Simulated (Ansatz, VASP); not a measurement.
## Co2 in VASP and in Ansatz

File INCAR:

```
  PREC = Accurate
  ENCUT = 520
  EDIFF = 1E-6
  ISMEAR = -1
  SIGMA = 0.1
  LREAL = F
  LASPH = T
  NELM = 150
  ALGO = Normal
  ISIF = 2
  LWAVE = F
  LCHARG = F
  ISPIN = 2
  MAGMOM = 1 -1
  LORBIT = 11
  LMAXMIX = 4
  GGA = PE
  NBANDS = 20
```

Contents of KPOINTS:

```
Automatic mesh
0
Gamma
  1 1 1
```

File POSCAR:

```
Co
1.0
    8.1000000000      0.0000000000      0.0000000000
    0.0000000000      8.4000000000      0.0000000000
    0.0000000000      0.0000000000      9.6000000000
Co
2
Direct
    0.5000000000      0.5000000000      0.3735000000
    0.5000000000      0.5000000000      0.6265000000
```

Input for Ansatz:

```yaml
crystal:
  lattice:
    - [8.1, 0, 0]
    - [0, 8.4, 0]
    - [0, 0, 9.6]
  atoms:
    - { symbol: Co, position: [0.5, 0.5, 0.3735], spin: 1 }
    - { symbol: Co, position: [0.5, 0.5, 0.6265], spin: -1 }
hamiltonian:
  xc: pbe
  pseudopotentials: { kind: nc }
kpoints:
  mp_grid: { grid: [1, 1, 1], shift: [0, 0, 0] }
magnetization:
  spin_polarized: true
scf:
  occupations: { method: fermi_dirac }
  convergence: { dm_fallback: { after: 1 } }
```

Alike in both runs: task single point; functional PBE; k mesh 1 × 1 × 1; collinear spin.

|  | VASP | Ansatz |
| --- | --- | --- |
| version | VASP 6.6.1 | Ansatz development build ahead of 0.2.0 |
| potentials or method | VASP PAW PBE potentials, release 64 (Co) | norm-conserving potentials, plane waves, scalar-relativistic |
| plane-wave cutoff (eV) | 520 | 1306 |
| occupations | fermi-dirac, width 0.1 eV | fermi-dirac |

Ansatz gave:

* net moment per atom (μB): 0.00
* size of the moment on the site where the two differ most (μB): 1.90

Q: Which values does VASP return?

A: net moment per atom (μB): 0.00; size of the moment on the site where the two differ most (μB): 1.95.

Site moments also hang on the region over which each program counts them. Ansatz warned: «dm_fallback_engaged».
